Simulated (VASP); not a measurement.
# Cu12H in VASP: relaxation of the atoms with PBE+D3(BJ)

Aim: the relaxation of the atoms of Cu12H with PBE+D3(BJ).

Everything below comes from runs of VASP 6.6.1. Logs are shortened: lines on timing, memory, paths and dates and some standing lists are left out, and cuts for length are marked.

**1. Starting point**

The cell holds a slab with vacuum, 13 atoms: a = 5.105 Å, b = 5.105 Å, c = 20.668 Å, α = 90.00°, β = 90.00°, γ = 60.00°.

The cell was built by a generator and needn't be a form met in nature.

**2. Relaxation of the atoms, PBE+D3(BJ)**

INCAR reads:

```
SYSTEM = Cu12H
PREC = Accurate
ENCUT = 400
EDIFF = 1E-6
ISMEAR = 1
SIGMA = 0.1
LREAL = Auto
LASPH = .TRUE.
NELM = 80
ALGO = Normal
ISIF = 2
LWAVE = .FALSE.
LCHARG = .FALSE.
GGA = PE
IVDW = 12
IBRION = 2
NSW = 120
EDIFFG = -0.03
ISYM = 0
KPAR = 4
```

KPOINTS reads:

```
Automatic mesh
0
G
  6 6 1
  0 0 0
```

POSCAR reads:

```
Cu12H
1.0
    5.1053109602      0.0000000000      0.0000000000
    2.5526554801      4.4213289857      0.0000000000
    0.0000000000      0.0000000000     20.6684689435
Cu H
12 1
Selective dynamics
Direct
    0.1666666667      0.1666666667      0.1209571936  F F F
    0.6666666667      0.1666666667      0.1209571936  F F F
    0.1666666667      0.6666666667      0.1209571936  F F F
    0.6666666667      0.6666666667      0.1209571936  F F F
    0.8333333333      0.3333333333      0.2217984547  F F F
    0.3333333333      0.3333333333      0.2217984547  F F F
    0.8333333333      0.8333333333      0.2217984547  F F F
    0.3333333333      0.8333333333      0.2217984547  F F F
    0.0000000000      0.0000000000      0.3226397157  T T T
    0.5000000000      0.0000000000      0.3226397157  T T T
    0.0000000000      0.5000000000      0.3226397157  T T T
    0.5000000000      0.5000000000      0.3226397157  T T T
    0.1666666667      0.1666666667      0.3565077299  T T T
```

Potentials or basis: VASP PAW PBE potentials, release 64 (Cu, H).

Command:

```bash
$ cat potpaw_PBE.64/Cu/POTCAR potpaw_PBE.64/H/POTCAR > POTCAR
$ mpirun -np 4 vasp_std > vasp.out
```

OUTCAR:

```text
SYSTEM = Cu12H
   PREC = Accurate
   ENCUT = 400
   EDIFF = 1E-6
   ISMEAR = 1
   LREAL = Auto
   LASPH = .TRUE.
   NELM = 80
   ISIF = 2
   GGA = PE
   IVDW = 12
   IBRION = 2
   NSW = 120
   EDIFFG = -0.03
   ISYM = 0
 IVDW          = 12

 ion  position               nearest neighbor table
   1  0.167  0.167  0.121-   3 2.55   3 2.55   4 2.55   4 2.55   2 2.55   2 2.55   6 2.55   8 2.55
                             5 2.55
   2  0.667  0.167  0.121-   4 2.55   3 2.55   4 2.55   3 2.55   1 2.55   1 2.55   5 2.55   7 2.55
                             6 2.55
   3  0.167  0.667  0.121-   1 2.55   1 2.55   2 2.55   2 2.55   4 2.55   4 2.55   8 2.55   6 2.55
                             7 2.55
   4  0.667  0.667  0.121-   2 2.55   1 2.55   2 2.55   1 2.55   3 2.55   3 2.55   7 2.55   5 2.55
                             8 2.55
   5  0.833  0.333  0.222-   9 2.55  12 2.55  11 2.55   7 2.55   7 2.55   8 2.55   8 2.55   6 2.55
                             6 2.55   2 2.55   4 2.55   1 2.55
   6  0.333  0.333  0.222-  10 2.55  11 2.55  12 2.55   8 2.55   7 2.55   8 2.55   7 2.55   5 2.55
                             5 2.55   1 2.55   3 2.55   2 2.55
   7  0.833  0.833  0.222-  11 2.55  10 2.55   9 2.55   5 2.55   5 2.55   6 2.55   6 2.55   8 2.55
                             8 2.55   4 2.55   2 2.55   3 2.55
   8  0.333  0.833  0.222-  12 2.55   9 2.55  10 2.55   6 2.55   5 2.55   6 2.55   5 2.55   7 2.55
                             7 2.55   3 2.55   1 2.55   4 2.55
   9  0.000  0.000  0.323-  13 1.63   5 2.55   8 2.55   7 2.55  11 2.55  11 2.55  12 2.55  12 2.55
                            10 2.55  10 2.55
  10  0.500  0.000  0.323-  13 1.63   6 2.55   7 2.55   8 2.55  12 2.55  11 2.55  12 2.55  11 2.55
                             9 2.55   9 2.55
  11  0.000  0.500  0.323-  13 1.63   7 2.55   6 2.55   5 2.55   9 2.55   9 2.55  10 2.55  10 2.55
                            12 2.55  12 2.55
  12  0.500  0.500  0.323-   8 2.55   5 2.55   6 2.55  10 2.55   9 2.55  10 2.55   9 2.55  11 2.55
                            11 2.55
  13  0.167  0.167  0.357-  11 1.63  10 1.63   9 1.63

IMPORTANT INFORMATION: All symmetrisations will be switched off!
NOSYMM: (Re-)initialisation of all symmetry stuff for point group C_1.

----------------------------------------------------------------------------------------

                                     Primitive cell

  volume of cell :     466.5340

  direct lattice vectors                    reciprocal lattice vectors
     5.105310960  0.000000000  0.000000000     0.195874455 -0.113088169  0.000000000
     2.552655480  4.421328986  0.000000000     0.000000000  0.226176338  0.000000000
     0.000000000  0.000000000 20.668468943     0.000000000  0.000000000  0.048382877

  length of vectors
     5.105310960  5.105310960 20.668468943     0.226176338  0.226176338  0.048382877

  position of ions in fractional coordinates (direct lattice)
     0.166666667  0.166666667  0.120957194
     0.666666667  0.166666667  0.120957194
     0.166666667  0.666666667  0.120957194
     0.666666667  0.666666667  0.120957194
     0.833333333  0.333333333  0.221798455
     0.333333333  0.333333333  0.221798455
     0.833333333  0.833333333  0.221798455
     0.333333333  0.833333333  0.221798455
     0.000000000  0.000000000  0.322639716
     0.500000000  0.000000000  0.322639716
     0.000000000  0.500000000  0.322639716
     0.500000000  0.500000000  0.322639716
     0.166666667  0.166666667  0.356507730

  ion indices of the primitive-cell ions
   primitive index   ion index
                 1           1
                 2           2
                 3           3
                 4           4
                 5           5
                 6           6
                 7           7
                 8           8
                 9           9
                10          10
                11          11
                12          12
                13          13

----------------------------------------------------------------------------------------

 KPOINTS: Automatic mesh

Automatic generation of k-mesh.
 Grid dimensions read from file:
 generate k-points for:    6    6    1

 Generating k-lattice:

  Cartesian coordinates                     Fractional coordinates (reciprocal lattice)
     0.032645742 -0.018848028  0.000000000     0.166666667 -0.000000000  0.000000000
     0.000000000  0.037696056  0.000000000     0.000000000  0.166666667  0.000000000
     0.000000000  0.000000000  0.048382877     0.000000000  0.000000000  1.000000000

  Length of vectors
     0.037696056  0.037696056  0.048382877

  Shift w.r.t. Gamma in fractional coordinates (k-lattice)
     0.000000000  0.000000000  0.000000000

 Subroutine IBZKPT returns following result:
 ===========================================

 Found     20 irreducible k-points:

 Following reciprocal coordinates:
            Coordinates               Weight
  0.000000  0.000000  0.000000      1.000000
  0.166667  0.000000  0.000000      2.000000
  0.166667  0.166667  0.000000      2.000000
  0.000000  0.166667  0.000000      2.000000
  0.333333  0.000000  0.000000      2.000000
  0.333333  0.333333  0.000000      2.000000
[... 12 lines left out ...]
  0.500000 -0.333333  0.000000      2.000000
 -0.333333  0.333333  0.000000      2.000000
   k-points           NKPTS =     20   k-points in BZ     NKDIM =     20   number of bands    NBANDS=     79
   number of dos      NEDOS =    301   number of ions     NIONS =     13
   total plane-waves  NPLWV = 181440
   dimension x,y,z NGX =    36 NGY =   36 NGZ =  140
   dimension x,y,z NGXF=    72 NGYF=   72 NGZF=  280
   ions per type =              12   1
   NGX,Y,Z   is equivalent  to a cutoff of  11.72, 11.72, 11.26 a.u.
   NGXF,Y,Z  is equivalent  to a cutoff of  23.45, 23.45, 22.52 a.u.
 SYSTEM =  Cu12H
   PREC   = accura    normal or accurate (medium, high low for compatibility)
   ISTART =      0    job   : 0-new  1-cont  2-samecut
   ICHARG =      2    charge: 1-file 2-atom 10-const
   ISPIN  =      1    spin polarized calculation?
   LNONCOLLINEAR =      F non collinear calculations
   LSORBIT =      F    spin-orbit coupling
   LASPH  =      T    aspherical Exc in radial PAW
   ENCUT  =  400.0 eV  29.40 Ry    5.42 a.u.   8.33  8.33 33.71*2*pi/ulx,y,z
   NELM   =     80;   NELMIN=  2; NELMDL= -5     # of ELM steps
   EDIFF  = 0.1E-05   stopping-criterion for ELM
   LREAL  =      T    real-space projection
   EDIFFG = -.3E-01   stopping-criterion for IOM
   NSW    =    120    number of steps for IOM
   IBRION =      2    ionic relax: 0-MD 1-quasi-New 2-CG
   NFREE  =      1    steps in history (QN), initial steepest desc. (CG)
   ISIF   =      2    stress and relaxation
   ISYM   =      0    0-nonsym 1-usesym 2-fastsym
   POTIM  = 0.5000    time-step for ionic-motion
   TEBEG  =    0.0;   TEEND  =   0.0 temperature during run
   PSTRESS=    0.0 pullay stress
   NELECT =     133.0000    total number of electrons
   NUPDOWN=      -1.0000    fix difference up-down
   EMIN   =  10.00;   EMAX   =-10.00  energy-range for DOS
   EFERMI =   0.00;   METHOD = LEGACY
   ISMEAR =     1;   SIGMA  =   0.10  broadening in eV -4-tet -1-fermi 0-gaus
   EFERMI_NEDOS =   21; number of points for ismear=-14 and -15
   IALGO  =     38    algorithm
   IMIX   =      4    mixing-type and parameters
     AMIX     =   0.40;   BMIX     =  1.00
     AMIX_MAG =   1.60;   BMIX_MAG =  1.00
  volume/ion in A,a.u.               =      35.89       242.18
  Fermi-wavevector in a.u.,A,eV,Ry     =   1.077451  2.036087 15.795017  1.160901
  Thomas-Fermi vector in A             =   2.213363
   LORBIT       =      0    0 simple, 1 ext, 2 COOP (PROOUT), +10 PAW based schemes
   GGA     = PE    functional components
   LHFCALC =     F    Hartree Fock is set to
   AEXX    =    0.0000 exact exchange contribution
   IVDW    =    12    specifies the selected vdW correction
   LEPSILON=     F    determine dielectric tensor
   LRPA    =     F    only Hartree local field effects (RPA)
 conjugate gradient relaxation of ions
 non-spin polarized calculation
 Methfessel and Paxton  Order N= 1 SIGMA  =   0.10
  energy-cutoff  :      400.00
  volume of cell :      466.53
 maximum number of plane-waves:      8515
 NGX is ok and might be reduce to    36
   NGX = 17   NGY = 17   NGZ = 67

--------------------------------------- Ionic step        1  -------------------------------------------

 number of electron     133.0000108 magnetization

 Free energy of the ion-electron system (eV)
  ---------------------------------------------------
  ext. energy  EPLUGINS =         0.00000000
  ---------------------------------------------------
  free energy    TOTEN  =       -44.51890888 eV

  energy without entropy =      -44.50857013  energy(sigma->0) =      -44.51546263

------------------------ aborting loop because EDIFF is reached ----------------------------------------

 Edisp (eV)   -4.71173

 E8    (eV) :    -2.1030

  FORCE on cell =-STRESS in cart. coord.  units (eV):
  Direction    XX          YY          ZZ          XY          YZ          ZX
  --------------------------------------------------------------------------------------
  -------------------------------------------------------------------------------------
  Total      -6.38335    -6.38354    -1.78029     0.00016     0.00001    -0.00000
  in kB     -21.92178   -21.92243    -6.11391     0.00054     0.00002    -0.00000
  external pressure =      -16.65 kB  Pullay stress =        0.00 kB
[... 338 lines left out ...]
  energy  without entropy=      -49.3031439637  energy(sigma->0) =      -49.31084670

--------------------------------------- Ionic step        8  -------------------------------------------

 number of electron     133.0000078 magnetization

 Free energy of the ion-electron system (eV)
  ---------------------------------------------------
  ext. energy  EPLUGINS =         0.00000000
  ---------------------------------------------------
  free energy    TOTEN  =       -44.59949779 eV

  energy without entropy =      -44.58757846  energy(sigma->0) =      -44.59552468

 E-fermi :  -0.9848     XC(G=0):  -4.7953

 val. band max:       -0.9926103174   @ k =   0.3333   0.3333   0.0000
 cond. band min:      -0.9844487939   @ k =   0.0000   0.0000   0.0000
 fundamental gap:      0.0081615235
 Fermi energy:        -0.9848026577

 k-point     1 :       0.0000    0.0000    0.0000
  band No.  band energies     occupation
      1      -9.7794      2.00000
      2      -8.2764      2.00000
      3      -6.6416      2.00000
      4      -5.8407      2.00000
      5      -5.6953      2.00000
      6      -5.6953      2.00000
[... 1609 lines left out ...]
     77       4.5363      0.00000
     78       5.1287      0.00000
 [bands above 78 left out]

------------------------ aborting loop because EDIFF is reached ----------------------------------------

 Edisp (eV)   -4.71700

 E8    (eV) :    -2.1066

  FORCE on cell =-STRESS in cart. coord.  units (eV):
  Direction    XX          YY          ZZ          XY          YZ          ZX
  --------------------------------------------------------------------------------------
  -------------------------------------------------------------------------------------
  Total      -7.22073    -7.22088    -2.01337     0.00013    -0.00001    -0.00001
  in kB     -24.79751   -24.79804    -6.91433     0.00045    -0.00002    -0.00003
  external pressure =      -18.84 kB  Pullay stress =        0.00 kB
[... 28 lines left out ...]
  FREE ENERGIE OF THE ION-ELECTRON SYSTEM (eV)
  ---------------------------------------------------
  free  energy   TOTEN  =       -49.3164973279 eV

  energy  without entropy=      -49.3045779882  energy(sigma->0) =      -49.31252421

 reached required accuracy - stopping structural energy minimisation
```

Wall time 12 min (4 MPI ranks of Intel Xeon 6975P-C (Granite Rapids), shared host); peak memory 0.71 GiB.

What came out:

* Free energy: -49.3165 eV
* Energy gained by relaxing: 6.6 meV/atom
* Ionic steps: 8
* Band gap on the k mesh: none (metal or under the smearing width)
* Dispersion energy per atom: -0.363 eV

Step by step:
```csv
step,energy change (eV),largest force (eV/Å),pressure (GPa)
1,0.0000,0.7791,-1.67
2,-0.0543,0.3985,-1.72
3,-0.0573,0.2939,-1.76
4,-0.0665,0.2473,-1.75
5,-0.0816,0.2781,-1.70
6,-0.0822,0.2962,-1.71
7,-0.0841,0.2772,-1.76
8,-0.0859,0.2351,-1.88
```

Final structure:
```
CELL_PARAMETERS angstrom
5.10531 0.00000 0.00000
2.55266 4.42133 0.00000
0.00000 0.00000 20.66847
ATOMIC_POSITIONS crystal
Cu 0.16667 0.16667 0.12096
Cu 0.66667 0.16667 0.12096
Cu 0.16667 0.66667 0.12096
Cu 0.66667 0.66667 0.12096
Cu 0.83333 0.33333 0.22180
Cu 0.33333 0.33333 0.22180
Cu 0.83333 0.83333 0.22180
Cu 0.33333 0.83333 0.22180
Cu 0.99895 0.99895 0.32232
Cu 0.50210 0.99895 0.32232
Cu 0.99895 0.50210 0.32232
Cu 0.50000 0.50000 0.31961
H 0.16667 0.16667 0.36465
```
